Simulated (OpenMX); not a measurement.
## MgO under changes of volume

One of the cells (9.221 Å³/atom); the others are scaled copies at fixed shape and fractional positions:

```
Mg O
1.0
     0.00000    2.09700    2.09700
     2.09700    0.00000    2.09700
     2.09700    2.09700    0.00000
Mg O
1 1
Cartesian
  0.0000 0.0000 0.0000
  2.0970 2.0970 2.0970
```

The cell is a database's computed one.

| Item | Value |
| --- | --- |
| Program | OpenMX 3.8.5 |
| Functional | LDA |
| Potentials or basis | OpenMX 2013 LDA set, Mg7.0-s3p2d1, O6.0-s2p2d1, fixed grid of 32 × 32 × 32 points |
| k mesh | 11 × 11 × 11 |
| Occupations | fermi-dirac, width 0.05 eV |
| Spin | no spin polarisation |

```tsv
volume (Å³/atom)	energy over the lowest point (meV/atom)	gap on the mesh (eV)
8.668	?	?
8.853	5.42	5.44
9.037	0.72	5.23
9.221	0.00	5.02
9.406	2.85	4.82
9.590	8.60	4.63
9.775	17.34	4.45
```

Question: What does the run at 8.668 Å³/atom give?

Answer: Energy over the lowest point 14.04 meV/atom; gap on the mesh 5.66 eV.

Worked out: A Birch-Murnaghan fit of order 3 (a polynomial in V^(-2/3)) to the other rows has its minimum at 9.16 Å³/atom with B0 = V·E''(V) = 157 GPa and B' = 5.0. It gives 14.59 meV/atom at 8.668 Å³/atom, against the run's 14.04. A straight line through the other rows of the gap, of slope -10 eV per unit of ln V (its deformation potential), extrapolates to 5.65 eV, against the run's 5.66.

Energies are extrapolated to zero smearing.

Caveats: the basis of atomic orbitals isn't converged, which shifts pressures, moduli and gaps.
